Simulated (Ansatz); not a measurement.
# WS2: the cost of one run

Program: Ansatz 0.2.0. Level of theory: DFT PBE, scalar-relativistic, plane waves, PAW. These are calculated values, not measurements.

The COD entry's cell or inner coordinates are ideal or old and differ from later refinements, so a difference from it is no clean test against experiment.

2 further runs of the same task are left out: 2 set aside as unsound or not needed.

### 1 Starting point

The structure is hexagonal, space group P6_3/mmc (No. 194). Conventional cell: a = 3.188 Å, b = 3.188 Å, c = 14.775 Å, α = 90.00°, β = 90.00°, γ = 120.00°. W (site symmetry -6m2) is surrounded by 6 S at 2.42 Å. Around S (site symmetry 3m) lie 3 W at 2.42 Å.

Structure file:

```
CELL_PARAMETERS angstrom
3.18778 0.00000 0.00000
-1.59389 2.76070 0.00000
0.00000 0.00000 14.77496
ATOMIC_POSITIONS crystal
W 0.33333 0.66667 0.25000
W 0.66667 0.33333 0.75000
S 0.33333 0.66667 0.64367
S 0.66667 0.33333 0.14367
S 0.33333 0.66667 0.85633
S 0.66667 0.33333 0.35633
```

This cell was relaxed beforehand with the same method: volume 21.67 Å³/atom, gap on the mesh 1.62 eV.

### 2 The reference cell

Reference values: F = -24382.8829 eV; pressure 0.01 GPa; largest force 0.001 eV/Å; gap on the mesh 1.62 eV. It was computed beforehand with the settings of the runs below.

### 3 Normal modes

input.yaml

```yaml
crystal:
  lattice:
    - [3.1877811057, 0.0, 0.0]
    - [-1.5938905529, 2.7606994193, 0.0]
    - [0.0, 0.0, 14.7749648324]
  atoms:
    - { symbol: W, position: [0.3333333333, 0.6666666667, 0.25] }
    - { symbol: W, position: [0.6666666667, 0.3333333333, 0.75] }
    - { symbol: S, position: [0.3333333333, 0.6666666667, 0.6436696442] }
    - { symbol: S, position: [0.6666666667, 0.3333333333, 0.1436696442] }
    - { symbol: S, position: [0.3333333333, 0.6666666667, 0.8563303558] }
    - { symbol: S, position: [0.6666666667, 0.3333333333, 0.3563303558] }
basis:
  ecutwfc: 420
kpoints:
  mp_grid: { grid: [12, 12, 2] }
hamiltonian:
  xc: pbe
scf:
  occupations: { method: gaussian, width: 0.05 }
output:
  eigenvalues: true
phonons:
  method: fd
  supercell: [1, 1, 1]
  amplitude: 0.02
  eigenvectors: true
  dielectric: false
```

Launch:

```bash
$ ansatz run input.yaml --threads 2 --pin off --max-ram 5120MiB --backend cpu --events-out ev --progress --plain --runs-dir out
```

What time and memory should one allow on 2 threads of Intel Xeon at 2.50GHz (Skylake/Cascade Lake), shared host?

About 1.8 min, with a peak of 0.77 GiB.
